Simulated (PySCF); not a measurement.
Species: C6H5O (charge -1).
Numbering: `[O-:1][c:2]1[cH:3][cH:4][cH:5][cH:6][cH:7]1` (hydrogens: H8 on C3; H9 on C4; H10 on C5; H11 on C6; H12 on C7)

The closed-shell ground state was solved at several levels (PySCF, density fitting, gas phase, non-relativistic). Isolated species at its GFN2-xTB geometry, gas phase. Where the HOMO energy is positive, the finite basis confines the outermost electrons. No diffuse functions stand in pcJ-1 and pcSseg-1, which bears on an anion's orbital energies.

```csv
level,basis functions,HOMO (eV),LUMO (eV),gap (eV)
PBE0/pcSseg-1,144,-0.18,4.91,5.09
CAM-B3LYP/def2-SVPD,183,-1.57,5.20,6.77
```

(1) Estimate the row for B3LYP/pcJ-1, a basis of 239 functions; the other rows only guide the guess.

(2) Over all these levels, which gives the widest orbital gap and which the narrowest?

Results:

(1) HOMO 0.05 eV, LUMO 4.75 eV, gap 4.70 eV.

(2) CAM-B3LYP/def2-SVPD (range-separated hybrid) has the widest, 6.77 eV, and B3LYP/pcJ-1 (global hybrid, 20 % exact exchange) the narrowest, 4.70 eV. Functional and basis both differ between the two, so the spread mixes both effects.
